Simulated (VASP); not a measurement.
A run of VASP 6.6.1 is set up as follows.

Contents of POSCAR:

```
Mg3Sb2
1.0
    4.5820000000      0.0000000000      0.0000000000
   -2.2910000000      3.9681284001      0.0000000000
    0.0000000000      0.0000000000      7.2440000000
Sb Mg
2 3
Direct
    0.6666666667      0.3333333333      0.7650000000
    0.3333333333      0.6666666667      0.2350000000
    0.0000000000      0.0000000000      0.0000000000
    0.6666666667      0.3333333333      0.3700000000
    0.3333333333      0.6666666667      0.6300000000
```

Contents of INCAR.step1:

```
ALGO = Fast
EDIFF = 1E-6
ENCUT = 520
GGA = RP
ISIF = 2
ISMEAR = -1
LASPH = T
LCHARG = T
LREAL = F
LWAVE = F
NBANDS = 16
NELM = 80
PREC = Accurate
SIGMA = 0.05
```

KPOINTS.step1

```
k-points
0
Gamma
  7 7 4
```

Contents of INCAR.step2:

```
ALGO = Fast
EDIFF = 1E-6
ENCUT = 520
GGA = RP
ICHARG = 11
ISIF = 2
ISMEAR = 0
LASPH = T
LCHARG = F
LREAL = F
LWAVE = F
NBANDS = 16
NELM = 80
PREC = Accurate
SIGMA = 0.05
```

The input KPOINTS.step2:

```
path GMKGALHA,LM,KH
20
line-mode
reciprocal
 0.0000000000  0.0000000000  0.0000000000  G
 0.5000000000  0.0000000000  0.0000000000  M

 0.5000000000  0.0000000000  0.0000000000  M
 0.3333333333  0.3333333333  0.0000000000  K

 0.3333333333  0.3333333333  0.0000000000  K
 0.0000000000  0.0000000000  0.0000000000  G

 0.0000000000  0.0000000000  0.0000000000  G
 0.0000000000  0.0000000000  0.5000000000  A

 0.0000000000  0.0000000000  0.5000000000  A
 0.5000000000  0.0000000000  0.5000000000  L

 0.5000000000  0.0000000000  0.5000000000  L
 0.3333333333  0.3333333333  0.5000000000  H

 0.3333333333  0.3333333333  0.5000000000  H
 0.0000000000  0.0000000000  0.5000000000  A

 0.5000000000  0.0000000000  0.5000000000  L
 0.5000000000  0.0000000000  0.0000000000  M

 0.3333333333  0.3333333333  0.0000000000  K
 0.3333333333  0.3333333333  0.5000000000  H
```

Potentials or basis: VASP PAW PBE potentials, release 64 (Sb, Mg).

The run is started by

```bash
$ cat potpaw_PBE.64/Sb/POTCAR potpaw_PBE.64/Mg/POTCAR > POTCAR
$ cp INCAR.step1 INCAR
$ cp KPOINTS.step1 KPOINTS
$ mpirun -np 1 vasp_std > vasp.out
$ cp INCAR.step2 INCAR
$ cp KPOINTS.step2 KPOINTS
$ mpirun -np 1 vasp_std > vasp.out
```

(1) What does it give for the band gap on the k mesh?

(2) Predict the band gap along the path.

Answers

(1) 0.41 eV, indirect (least direct gap 1.26 eV).

(2) 0.32 eV, indirect (least direct gap 1.26 eV).

Caveat: the log is that of the step along the path at fixed density, whose energy, stress, charges and moments have no meaning; spin-orbit coupling is left out, which moves the levels of the heavy elements; the mesh misses the band edges, which the band path finds closer together.
